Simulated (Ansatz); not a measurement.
**GaN: zone-centre modes**

The calculation used DFT PBE, scalar-relativistic, plane waves, PAW (Ansatz 0.2.0). Settings: 420 eV plane-wave cutoff, Γ-centred 12×12×2 mesh, fixed occupations. No spin polarisation. Phonons by linear response, acoustic sum rule imposed.

The cell, relaxed at this level:
```
CELL_PARAMETERS angstrom
3.21684 0.00000 0.00000
-1.60842 2.78587 0.00000
0.00000 0.00000 15.74751
ATOMIC_POSITIONS crystal
Ga 0.00000 0.00000 0.18753
Ga 0.00000 0.00000 0.68753
Ga 0.33333 0.66667 0.52071
Ga 0.66667 0.33333 0.02071
Ga 0.33333 0.66667 0.85398
Ga 0.66667 0.33333 0.35398
N 0.00000 0.00000 0.31265
N 0.00000 0.00000 0.81265
N 0.33333 0.66667 0.97921
N 0.66667 0.33333 0.47921
N 0.33333 0.66667 0.64592
N 0.66667 0.33333 0.14592
```

It was reached by relaxing an invented guess, and it needn't be the stable form of this composition.

Optical modes at Γ (transverse, no macroscopic field):
| frequency (meV) | degeneracy | IR intensity of the level ((D/Å)²/amu) |
| --- | --- | --- |
| 9.3 | 2 | 0.00 |
| 9.4 | 2 | 0.00 |
| 14.8 | 2 | 0.00 |
| 15.1 | 2 | 0.01 |
| 16.7 | 2 | 0.00 |
| 19.7 | 1 | 0.00 |
| 19.8 | 1 | 0.00 |
| 34.4 | 1 | 0.04 |
| 34.7 | 1 | 0.00 |
| 40.1 | 1 | 0.00 |
| 63.5 | 1 | 87.43 |
| 64.3 | 2 | 166.41 |
| 64.6 | 2 | 0.00 |
| 65.3 | 2 | 0.00 |
| 65.7 | 2 | 2.35 |
| 66.5 | 2 | 0.20 |
| 66.6 | 2 | 0.00 |
| 81.4 | 1 | 0.00 |
| 82.6 | 1 | 0.01 |
| 82.8 | 1 | 0.00 |
| 84.8 | 1 | 0.00 |
| 85.1 | 1 | 0.00 |

All 33 optical modes at Γ are real: no displacement of atoms at fixed cell lowers the energy to second order. Strains and modes at other wave vectors aren't tested by this run.

```json
{
  "Electronic dielectric constant ε∞ (principal values)": "6.09, 6.09, 6.16",
  "Static dielectric constant ε0 (principal values)": "10.8, 10.8, 11.2",
  "Refractive index √ε∞, mean": "2.47",
  "Kohn–Sham gap on the mesh": "1.59 eV",
  "Cost": "9.9 min on 4 threads of Arm Neoverse V2, with other jobs on the host, peak memory 3.5 GiB"
}
```

Born effective charges (e):
| atom | Z*xx | Z*yy | Z*zz | mean |
| --- | --- | --- | --- | --- |
| Ga (atom 1) | 2.67 | 2.67 | 2.66 | 2.67 |
| Ga (atom 3) | 2.69 | 2.69 | 2.71 | 2.69 |
| Ga (atom 5) | 2.64 | 2.64 | 2.78 | 2.69 |
| N (atom 7) | -2.67 | -2.67 | -2.70 | -2.68 |
| N (atom 9) | -2.68 | -2.68 | -2.69 | -2.68 |
| N (atom 11) | -2.66 | -2.66 | -2.75 | -2.69 |

The modes are given without the long-range field that lifts LO modes in polar crystals.
